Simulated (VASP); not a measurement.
## NiO: single point with PBE

NiO:

```
Ni O
1.0
     0.00000    2.08590    2.08590
     2.08590    0.00000    2.08590
     2.08590    2.08590    0.00000
Ni O
1 1
Direct
  0.00000 0.00000 0.00000
  0.50000 0.50000 0.50000
```

```yaml
Program: VASP 6.6.1
Task: single point
Functional: PBE
Potentials_or_basis: VASP PAW PBE potentials, release 64 (Ni, O)
Cutoff: 520 eV
k_mesh: 11 × 11 × 11
Occupations: gaussian, width 0.018 eV
Spin: collinear spin, ferromagnetic start
Starting_moments: "[1.0, 0.0] μB"
Further_INCAR_settings: ALGO = Fast; EDIFF = 1e-07; NBANDS = 19
```

| Item | Value |
| --- | --- |
| Pressure | 6.1 GPa |
| Band gap on the k mesh | none (metal or under the smearing width) |
| Net moment | 1.78 μB per cell |
| Site moments | Ni +1.46; O +0.28 μB |
| Valence electrons inside the program's atomic spheres | Ni 8.99; O 4.98 |

Levels at points of the mesh, in eV from the Fermi level:
Spin up:
```csv
k point,band 6,band 7,band 8,band 9,band 10,band 11,band 12,band 13
"(0.00, 0.00, 0.00)",-2.96,-2.66,-2.66,-2.66,1.59,17.90,18.98,18.98
```
Spin down:
```
           k point  band 4  band 5  band 6  band 7  band 8  band 9  band 10  band 11
(0.00, 0.00, 0.00)   -2.44   -1.84   -1.83   -1.83   -0.58   -0.58     1.94    17.83
```

Run time: 72 s on 1 thread of AMD EPYC 7R43 64-Core Processor (Zen 3) (shared host), peak memory 0.13 GiB.

The gap isn't set beside the measured one, since this odd mesh misses points on the zone boundary.

Caveat: a cell with one magnetic atom can't hold antiferromagnetic order, which such compounds often take; semilocal functionals often make such compounds metallic where correlation or magnetic order opens a gap, which also shifts bond lengths.
